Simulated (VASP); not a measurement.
# A VASP 6.6.1 single-point calculation on MgO

INCAR

```
NSW = 0
ALGO = Eigenval
ENCUT = 520
SIGMA = 0.01
LREAL = .FALSE.
ISMEAR = 0
NELM = 66
PREC = Accurate
EDIFF = 1E-7
LWAVE = .FALSE.
ISIF = 2
METAGGA = R2SCAN
IBRION = -1
LCHARG = .FALSE.
LASPH = .TRUE.
NBANDS = 11
```

KPOINTS

```
KPOINTS created by Atomic Simulation Environment
0
Gamma
10 10 10
0 0 0
```

POSCAR

```
Mg O
 1.0000000000000000
     0.0000000000000000    2.1442107637999999    2.1442107637999999
     2.1442107637999999    0.0000000000000000    2.1442107637999999
     2.1442107637999999    2.1442107637999999    0.0000000000000000
 Mg  O
   1   1
Cartesian
  0.0000000000000000  0.0000000000000000  0.0000000000000000
  2.1442107637999999  2.1442107637999999  2.1442107637999999
```

The recommended PBE PAW datasets give the neutral cell 8 valence electrons.

Command

```
mpirun -np 1 vasp_std
```

OSZICAR

```
N       E                     dE             d eps       ncg     rms          rms(c)
EIG:   1     0.696204576224E+03    0.69620E+03    0.00000E+00     0   0.000E+00
EIG:   2     0.696204576224E+03   -0.17963E-10    0.00000E+00     0   0.000E+00
EIG:   3     0.696204576224E+03    0.54570E-11    0.00000E+00     0   0.000E+00
EIG:   4     0.696204576224E+03    0.84128E-11    0.00000E+00     0   0.000E+00
EIG:   5     0.696204576224E+03   -0.13870E-10    0.00000E+00     0   0.000E+00    0.564E+01
EIG:   6     0.753755851143E+03    0.57551E+02    0.00000E+00     0   0.000E+00    0.348E+01
EIG:   7     0.797493808393E+03    0.43738E+02    0.00000E+00     0   0.000E+00    0.304E+00
EIG:   8     0.797473659166E+03   -0.20149E-01    0.00000E+00     0   0.000E+00    0.287E-01
EIG:   9     0.797474918013E+03    0.12588E-02    0.00000E+00     0   0.000E+00    0.560E-02
EIG:  10     0.797474967570E+03    0.49557E-04    0.00000E+00     0   0.000E+00    0.161E-03
EIG:  11     0.797474965413E+03   -0.21561E-05    0.00000E+00     0   0.000E+00    0.109E-03
EIG:  12     0.797474964892E+03   -0.52120E-06    0.00000E+00     0   0.000E+00    0.396E-05
EIG:  13     0.797474964798E+03   -0.94376E-07    0.00000E+00     0   0.000E+00
   1 F= 0.79747496E+03 E0= 0.79747503E+03  d E =-.134666E-03
```

From OUTCAR

```
k-points           NKPTS =     47   k-points in BZ     NKDIM =     47   number of bands    NBANDS=     11

   NELECT =       8.0000    total number of electrons

   dimension x,y,z NGX =    24 NGY =   24 NGZ =   24
   dimension x,y,z NGXF=    48 NGYF=   48 NGZF=   48

  energy-cutoff  :      520.00
  volume of cell :       19.72
      direct lattice vectors                 reciprocal lattice vectors
     0.000000000  2.144210764  2.144210764    -0.233186032  0.233186032  0.233186032
     2.144210764  0.000000000  2.144210764     0.233186032 -0.233186032  0.233186032
     2.144210764  2.144210764  0.000000000     0.233186032  0.233186032 -0.233186032

 k-points in reciprocal lattice and weights: KPOINTS created by Atomic Simulation Env
   0.00000000  0.00000000  0.00000000       0.001
   0.10000000  0.00000000  0.00000000       0.008
   0.20000000  0.00000000  0.00000000       0.008
   0.30000000  0.00000000  0.00000000       0.008
   0.40000000  0.00000000  0.00000000       0.008
   0.50000000  0.00000000  0.00000000       0.004
   0.10000000  0.10000000  0.00000000       0.006
   0.20000000  0.10000000  0.00000000       0.024
   ...

 E-fermi :  32.5281

 k-point     1 :       0.0000    0.0000    0.0000
  band No.  band energies     occupation
      1      -8.8416      2.00000
      2      39.6111      2.00000
      3      53.6232      2.00000
      4      61.9354      2.00000
      5      77.3551      2.00000
      6     107.7283      2.00000
      7     103.9652      2.00000
      8     113.5861      2.00000
      9     119.6098      2.00000
     10     131.4017      2.00000
     11     147.8442      2.00000

 k-point     2 :       0.1000    0.0000    0.0000
  band No.  band energies     occupation
      1      -8.2217      2.00000
      2      42.9042      2.00000
      3      48.2254      2.00000
      4      70.9866      2.00000
      5      81.1177      2.00000
      6     100.8403      2.00000
      7      98.1683      2.00000
      8     107.2557      2.00000
      9     125.6915      2.00000
     10     140.6427      2.00000
     11     168.9097      2.00000

 k-point     3 :       0.2000    0.0000    0.0000
  band No.  band energies     occupation
      1      -4.9225      2.00000
      2      39.2952      2.00000
      3      59.5715      2.00000
      4      66.1376      2.00000
      5      75.8484      2.00000
      6      86.5342      2.00000
      7     102.0356      2.00000
      8     103.8523      2.00000
      9     120.8263      2.00000
     10     129.5297      2.00000
     11     142.6836      2.00000

 k-point     4 :       0.3000    0.0000    0.0000
  band No.  band energies     occupation
      1      -4.8408      2.00000
      2      31.2232      0.00000
      3      56.6023      0.00000
      4      67.1645      2.00000
      5      74.9259      2.00000
      6      78.5193      2.00000
      7     107.8334      2.00000
      8     119.8644      2.00000
      9     114.8664      0.00000
     10     136.6543      0.00000
     11     143.1735      2.00000

 k-point     5 :       0.4000    0.0000    0.0000
  band No.  band energies     occupation
      1      -4.6889      2.00000
      2      23.9223      0.00000
      3      46.9203      2.00000
      4      53.3909      2.00000
      5      67.0073      0.00000
      6      80.0517      2.00000
      7      92.4490      2.00000
      8     123.5095      0.00000
      9     120.7287      0.00000
     10     138.7381      2.00000
     11     145.0475      2.00000

 ...

  Total      366.6603441    366.6603441    366.6603441      0.0000000      0.0000000      0.0000000
  in kB    29794.9124056  29794.9124056  29794.9124056      0.0000000      0.0000000      0.0000000
  external PRESSURE =   29794.9124056 kB  Pullay stress =       0.0000000 kB

 POSITION                                       TOTAL-FORCE (eV/Angst)
 -----------------------------------------------------------------------------------
      0.00000      0.00000      0.00000        -0.000000     -0.000000     -0.000000
      2.14421      2.14421      2.14421         0.000000      0.000000      0.000000
 -----------------------------------------------------------------------------------
    total drift:                                0.000000     -0.000000     -0.000000

  FREE ENERGIE OF THE ION-ELECTRON SYSTEM (eV)
  ---------------------------------------------------
  free  energy   TOTEN  =       797.4749647979 eV

  energy  without entropy=      797.4750994642  energy(sigma->0) =      797.47503213
```

It converged. Results: gap between bands v and c on the k mesh -16.45 eV (bands overlap: a metal); least direct gap on the k mesh 0.27 eV; pressure 2979.5 GPa. Band v is the last that the valence electrons fill when counted band by band, and c is the next.

These settings aren't sound, so the numbers aren't properties of the crystal.

The fault: no self-consistency without orbitals.

On sound settings r²SCAN gives a gap of 5.08 eV on its mesh and a pressure of -9.9 GPa for the intended cell. This run's energy (σ→0) differs from it by 406799 meV an atom.

The run took about 13 s on one core of a shared host (Intel Xeon Platinum 8488C) and held 0.14 GiB at most.
